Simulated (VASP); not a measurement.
# SrCl2 (Fm-3m) in VASP: notebook

Runs on SrCl2. Level: PBE. Tasks: single point.

Everything below comes from runs of VASP 6.6.1. Logs are shortened: lines on timing, memory, paths and dates and some standing lists are left out, and cuts for length are marked.

## Step 1: Starting point

The structure is cubic, space group Fm-3m (No. 225). The conventional cell has a = 6.977 Å, b = 6.977 Å, c = 6.977 Å, α = 90.00°, β = 90.00°, γ = 90.00°. Sr (site symmetry m-3m) has 8 Cl at 3.02 Å as nearest neighbours. Around Cl (site symmetry -43m) lie 4 Sr at 3.02 Å.

## Step 2: Single point, PBE

The input, INCAR:

```
SYSTEM = SrCl2
ADDGRID = .False. ; ALGO = Normal
EDIFF = 1E-6 ; ENCUT = 550
GGA = PE ; ISIF = 2
ISMEAR = 0 ; LASPH = .True.
LCHARG = .False. ; LREAL = .False.
LWAVE = .False. ; NBANDS = 19
NELM = 100 ; PREC = Accurate
SIGMA = 0.05
```

The input, KPOINTS:

```
k-points
0
Gamma
  5 5 5
  0 0 0
```

The input, POSCAR:

```
SrCl2
1.0
    0.0000000000      3.4883500000      3.4883500000
    3.4883500000      0.0000000000      3.4883500000
    3.4883500000      3.4883500000      0.0000000000
Sr Cl
1 2
Direct
    0.0068970000     -0.0112840000      0.0399150000
    0.7604860000      0.7424010000      0.7508940000
    0.2477780000      0.2469560000      0.2707310000
```

Potentials or basis: VASP PAW PBE potentials, release 64 (Sr_sv, Cl).

Started as:

```sh
cat potpaw_PBE.64/Sr_sv/POTCAR potpaw_PBE.64/Cl/POTCAR > POTCAR
mpirun -np 1 vasp_std > vasp.out
```

OUTCAR:

```text
SYSTEM = SrCl2
   EDIFF = 1E-6
   ENCUT = 550
   GGA = PE
   ISIF = 2
   ISMEAR = 0
   LASPH = .True.
   LREAL = .False.
   NELM = 100
   PREC = Accurate

 Found     63 irreducible k-points:

 Following reciprocal coordinates:
            Coordinates               Weight
  0.000000  0.000000  0.000000      1.000000
  0.200000  0.000000  0.000000      2.000000
  0.000000  0.200000  0.000000      2.000000
  0.000000  0.000000  0.200000      2.000000
  0.200000  0.200000  0.200000      2.000000
  0.400000  0.000000  0.000000      2.000000
   k-points           NKPTS =     63   k-points in BZ     NKDIM =     63   number of bands    NBANDS=     19
   number of dos      NEDOS =    301   number of ions     NIONS =      3
   total plane-waves  NPLWV =  64000
   dimension x,y,z NGX =    40 NGY =   40 NGZ =   40
   dimension x,y,z NGXF=    80 NGYF=   80 NGZF=   80
   ions per type =               1   2
   NGX,Y,Z   is equivalent  to a cutoff of  13.48, 13.48, 13.48 a.u.
   NGXF,Y,Z  is equivalent  to a cutoff of  26.96, 26.96, 26.96 a.u.
 SYSTEM =  SrCl2
   PREC   = accura    normal or accurate (medium, high low for compatibility)
   ISTART =      0    job   : 0-new  1-cont  2-samecut
   ICHARG =      2    charge: 1-file 2-atom 10-const
   ISPIN  =      1    spin polarized calculation?
   LNONCOLLINEAR =      F non collinear calculations
   LSORBIT =      F    spin-orbit coupling
   LASPH  =      T    aspherical Exc in radial PAW
   ENCUT  =  550.0 eV  40.42 Ry    6.36 a.u.   9.43  9.43  9.43*2*pi/ulx,y,z
   NELM   =    100;   NELMIN=  2; NELMDL= -5     # of ELM steps
   EDIFF  = 0.1E-05   stopping-criterion for ELM
   LREAL  =      F    real-space projection
   EDIFFG = 0.1E-04   stopping-criterion for IOM
   NSW    =      0    number of steps for IOM
   IBRION =     -1    ionic relax: 0-MD 1-quasi-New 2-CG
   NFREE  =      0    steps in history (QN), initial steepest desc. (CG)
   ISIF   =      2    stress and relaxation
   ISYM   =      2    0-nonsym 1-usesym 2-fastsym
   POTIM  = 0.5000    time-step for ionic-motion
   TEBEG  =    0.0;   TEEND  =   0.0 temperature during run
   PSTRESS=    0.0 pullay stress
   NELECT =      24.0000    total number of electrons
   NUPDOWN=      -1.0000    fix difference up-down
   EMIN   =  10.00;   EMAX   =-10.00  energy-range for DOS
   EFERMI =   0.00;   METHOD = LEGACY
   ISMEAR =     0;   SIGMA  =   0.05  broadening in eV -4-tet -1-fermi 0-gaus
   EFERMI_NEDOS =   21; number of points for ismear=-14 and -15
   IALGO  =     38    algorithm
   IMIX   =      4    mixing-type and parameters
     AMIX     =   0.40;   BMIX     =  1.00
     AMIX_MAG =   1.60;   BMIX_MAG =  1.00
  volume/ion in A,a.u.               =      28.30       190.97
  Fermi-wavevector in a.u.,A,eV,Ry     =   1.074439  2.030396 15.706833  1.154420
  Thomas-Fermi vector in A             =   2.210267
   LORBIT       =      0    0 simple, 1 ext, 2 COOP (PROOUT), +10 PAW based schemes
   GGA     = PE    functional components
   LHFCALC =     F    Hartree Fock is set to
   AEXX    =    0.0000 exact exchange contribution
   IVDW    =     0    specifies the selected vdW correction
   LEPSILON=     F    determine dielectric tensor
   LRPA    =     F    only Hartree local field effects (RPA)
 non-spin polarized calculation
 Gauss-broadening in eV      SIGMA  =   0.05
  energy-cutoff  :      550.00
  volume of cell :       84.90
 maximum number of plane-waves:      2520
 NGX is ok and might be reduce to    40
   NGX = 19   NGY = 19   NGZ = 19

 number of electron      24.0000000 magnetization

 Free energy of the ion-electron system (eV)
  ---------------------------------------------------
  ext. energy  EPLUGINS =         0.00000000
  ---------------------------------------------------
  free energy    TOTEN  =       -12.74454954 eV

  energy without entropy =      -12.74454954  energy(sigma->0) =      -12.74454954

 E-fermi :   0.3099     XC(G=0):  -8.2791

 val. band max:        0.1000218894   @ k =   0.0000  -0.4000   0.4000
 cond. band min:       5.4810161558   @ k =   0.0000   0.0000   0.0000
 fundamental gap:      5.3809942664
 Fermi energy:         0.3099092001

 k-point     1 :       0.0000    0.0000    0.0000
  band No.  band energies     occupation
      1     -32.7197      2.00000
      2     -14.7304      2.00000
      3     -14.7177      2.00000
      4     -14.7148      2.00000
      5     -13.1483      2.00000
      6     -12.3088      2.00000
[... 11 lines left out ...]
     18       9.1900      0.00000
     19       9.4456      0.00000

 k-point     2 :       0.2000    0.0000    0.0000
  band No.  band energies     occupation
      1     -32.7186      2.00000
      2     -14.8346      2.00000
      3     -14.7306      2.00000
      4     -14.7204      2.00000
      5     -12.9598      2.00000
      6     -12.3750      2.00000
[... 11 lines left out ...]
     18       8.9408      0.00000
     19       9.8240      0.00000

 k-point     3 :       0.0000    0.2000    0.0000
  band No.  band energies     occupation
      1     -32.7186      2.00000
      2     -14.8428      2.00000
      3     -14.7304      2.00000
      4     -14.7218      2.00000
      5     -12.9418      2.00000
      6     -12.3814      2.00000
[... 11 lines left out ...]
     18       8.8630      0.00000
     19       9.8518      0.00000

 k-point     4 :       0.0000    0.0000    0.2000
  band No.  band energies     occupation
      1     -32.7185      2.00000
      2     -14.8590      2.00000
      3     -14.7237      2.00000
      4     -14.7199      2.00000
      5     -12.9268      2.00000
      6     -12.3868      2.00000
[... 11 lines left out ...]
     18       8.7662      0.00000
     19      10.0115      0.00000

 k-point     5 :       0.2000    0.2000    0.2000
  band No.  band energies     occupation
      1     -32.7186      2.00000
      2     -14.8393      2.00000
      3     -14.7270      2.00000
      4     -14.7197      2.00000
      5     -12.9592      2.00000
      6     -12.3752      2.00000
[... 11 lines left out ...]
     18       8.9337      0.00000
     19       9.9377      0.00000

 k-point     6 :       0.4000    0.0000    0.0000
  band No.  band energies     occupation
      1     -32.7168      2.00000
      2     -14.9720      2.00000
      3     -14.7435      2.00000
      4     -14.7278      2.00000
      5     -12.7792      2.00000
      6     -12.3868      2.00000
[... 11 lines left out ...]
     18       8.8468      0.00000
     19       8.9657      0.00000

 [... further k-points ...]

------------------------ aborting loop because EDIFF is reached ----------------------------------------

  FORCE on cell =-STRESS in cart. coord.  units (eV):
  Direction    XX          YY          ZZ          XY          YZ          ZX
  --------------------------------------------------------------------------------------
  -------------------------------------------------------------------------------------
  Total        0.7544425      0.7010866      0.7480558      0.1933577     -0.2446912     -0.0910469
  in kB       14.2379209     13.2309823     14.1173905      3.6490669     -4.6178394     -1.7182463
  external PRESSURE =      13.8620979 kB  Pullay stress =       0.0000000 kB

 VOLUME and BASIS-vectors are now :
 -----------------------------------------------------------------------------
  energy-cutoff  :      550.00
  volume of cell :       84.90
      direct lattice vectors                 reciprocal lattice vectors
     0.000000000  3.488350000  3.488350000    -0.143334241  0.143334241  0.143334241
     3.488350000  0.000000000  3.488350000     0.143334241 -0.143334241  0.143334241
     3.488350000  3.488350000  0.000000000     0.143334241  0.143334241 -0.143334241

 POSITION                                       TOTAL-FORCE (eV/Angst)
 -----------------------------------------------------------------------------------
      3.58822      0.16330      3.47305        -0.250837     -0.332268      0.095485
      5.20914      5.27222      5.24260         0.317443      0.232191     -0.160918
      1.80587      1.80874      1.72581        -0.066605      0.100077      0.065433
 -----------------------------------------------------------------------------------
    total drift:                                0.000003      0.000112     -0.000049

  FREE ENERGIE OF THE ION-ELECTRON SYSTEM (eV)
  ---------------------------------------------------
  free  energy   TOTEN  =       -12.7445495401 eV

  energy  without entropy=      -12.7445495401  energy(sigma->0) =      -12.74454954
```

It took 88 s on 1 thread of Intel Xeon Platinum 8488C (Sapphire Rapids), shared host; peak memory 0.29 GiB.

These settings aren't checked as converged: the numbers below hold their error.

What came out:

```yaml
Free_energy: -12.7445 eV
Pressure: 1.4 GPa
Largest_force: 0.427 eV/Å
Band_gap_on_the_k_mesh: 5.38 eV, indirect (least direct gap 5.67 eV)
```

Caveat: an odd mesh through Γ misses points on the zone boundary, where band edges often lie.

## Step 3: Single point, PBE

INCAR: that of step 2 with these lines changed.

```diff
@@ -2,3 +2,3 @@
 ADDGRID = .False. ; ALGO = Normal
-EDIFF = 1E-6 ; ENCUT = 550
+EDIFF = 1E-6 ; ENCUT = 400
 GGA = PE ; ISIF = 2
```

The input, KPOINTS:

```
k-points
0
Gamma
  6 6 6
  0 0 0
```

The input, POSCAR:

```
SrCl2
1.0
    0.0000000000      3.4883500000      3.4883500000
    3.4883500000      0.0000000000      3.4883500000
    3.4883500000      3.4883500000      0.0000000000
Sr Cl
1 2
Direct
    0.0000000000      0.0000000000      0.0000000000
    0.7500000000      0.7500000000      0.7500000000
    0.2500000000      0.2500000000      0.2500000000
```

Potentials or basis: VASP PAW PBE potentials, release 64 (Sr_sv, Cl).

Started as:

```sh
cat potpaw_PBE.64/Sr_sv/POTCAR potpaw_PBE.64/Cl/POTCAR > POTCAR
mpirun -np 1 vasp_std > vasp.out
```

It took 12 s on 1 thread of Intel Xeon Platinum 8488C (Sapphire Rapids), shared host; peak memory 0.17 GiB.

The run converged, but some of its settings lie outside the range that counts as converged, so its numbers aren't taken as properties of the crystal.

What came out:

* Free energy: -12.7798 eV
* Pressure: 1.1 GPa
* Band gap on the k mesh: 5.33 eV, indirect (least direct gap 5.50 eV)

## Step 4: Single point, PBE

INCAR is that of step 3.

KPOINTS is that of step 3.

The input, POSCAR:

```
SrCl2
1.0
    0.0000000000      3.4883500000      3.4883500000
    3.4883500000      0.0000000000      3.4883500000
    3.4883500000      3.4883500000      0.0000000000
Sr Cl
1 2
Direct
    0.0068970000     -0.0112840000      0.0399150000
    0.7604860000      0.7424010000      0.7508940000
    0.2477780000      0.2469560000      0.2707310000
```

Started as:

```sh
cat potpaw_PBE.64/Sr_sv/POTCAR potpaw_PBE.64/Cl/POTCAR > POTCAR
mpirun -np 1 vasp_std > vasp.out
```

Wall time 65 s (1 thread of Intel Xeon Platinum 8488C (Sapphire Rapids), shared host); peak memory 0.25 GiB.

These settings aren't checked as converged: the numbers below hold their error.

What came out:

```
Free energy            : -12.7419 eV
Pressure               : 1.3 GPa
Largest force          : 0.427 eV/Å
Band gap on the k mesh : 5.31 eV, indirect (least direct gap 5.50 eV)
```
